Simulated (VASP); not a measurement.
A run of VASP 6.6.1:

The input POSCAR:

```
ZnSiP2
1.0
   -2.6867032364      2.6867032364      5.2300306318
    2.6867032364     -2.6867032364      5.2300306318
    2.6867032364      2.6867032364     -5.2300306318
Zn P Si
2 4 2
Direct
    0.7500000000      0.2500000000      0.5000000000
    0.0000000000      0.0000000000      0.0000000000
    0.1423012000      0.6250000000      0.0173012000
    0.6076988000      0.1250000000      0.9826988000
    0.8750000000      0.8576988000      0.4826988000
    0.3750000000      0.3923012000      0.5173012000
    0.2500000000      0.7500000000      0.5000000000
    0.5000000000      0.5000000000      0.0000000000
```

INCAR.step1

```
  ALGO = Normal
  EDIFF = 1E-7
  ENCUT = 520
  GGA = PE
  ISIF = 2
  ISMEAR = -1
  LASPH = T
  LCHARG = T
  LREAL = F
  LWAVE = F
  NELM = 100
  PREC = Accurate
  SIGMA = 0.05
```

Contents of KPOINTS.step1:

```
k-points
0
Gamma
  5 5 5
```

INCAR.step2

```
  ALGO = Normal
  EDIFF = 1E-7
  ENCUT = 520
  GGA = PE
  ICHARG = 11
  ISIF = 2
  ISMEAR = 0
  LASPH = T
  LCHARG = F
  LREAL = F
  LWAVE = F
  NELM = 100
  PREC = Accurate
  SIGMA = 0.05
```

The input KPOINTS.step2:

```
path GXYSGZS1NPY1Z,XP
20
line-mode
reciprocal
 0.0000000000  0.0000000000  0.0000000000  G
 0.0000000000  0.0000000000  0.5000000000  X

 0.0000000000  0.0000000000  0.5000000000  X
-0.1319474302  0.1319474302  0.5000000000  Y

-0.1319474302  0.1319474302  0.5000000000  Y
-0.3159737151  0.3159737151  0.3159737151  S

-0.3159737151  0.3159737151  0.3159737151  S
 0.0000000000  0.0000000000  0.0000000000  G

 0.0000000000  0.0000000000  0.0000000000  G
 0.5000000000  0.5000000000 -0.5000000000  Z

 0.5000000000  0.5000000000 -0.5000000000  Z
 0.3159737151  0.6840262849 -0.3159737151  S1

 0.3159737151  0.6840262849 -0.3159737151  S1
 0.0000000000  0.5000000000  0.0000000000  N

 0.0000000000  0.5000000000  0.0000000000  N
 0.2500000000  0.2500000000  0.2500000000  P

 0.2500000000  0.2500000000  0.2500000000  P
 0.5000000000  0.5000000000 -0.1319474302  Y1

 0.5000000000  0.5000000000 -0.1319474302  Y1
 0.5000000000  0.5000000000 -0.5000000000  Z

 0.0000000000  0.0000000000  0.5000000000  X
 0.2500000000  0.2500000000  0.2500000000  P
```

Potentials or basis: VASP PAW PBE potentials, release 64 (Zn, P, Si).

Run with:

```bash
$ cat potpaw_PBE.64/Zn/POTCAR potpaw_PBE.64/P/POTCAR potpaw_PBE.64/Si/POTCAR > POTCAR
$ cp INCAR.step1 INCAR
$ cp KPOINTS.step1 KPOINTS
$ mpirun -np 1 vasp_std > vasp.out
$ cp INCAR.step2 INCAR
$ cp KPOINTS.step2 KPOINTS
$ mpirun -np 1 vasp_std > vasp.out
```

Hardware: 1 thread of Intel(R) Xeon(R) Platinum 8259CL CPU @ 2.50GHz (Skylake/Cascade Lake), on a shared host.

Task: How long does it take, and how much memory?

Result: Run time: 11 min on 1 thread of Intel(R) Xeon(R) Platinum 8259CL CPU @ 2.50GHz (Skylake/Cascade Lake), with other jobs on the host, peak memory 0.96 GiB. Counts: scf iterations 9, k points 220.
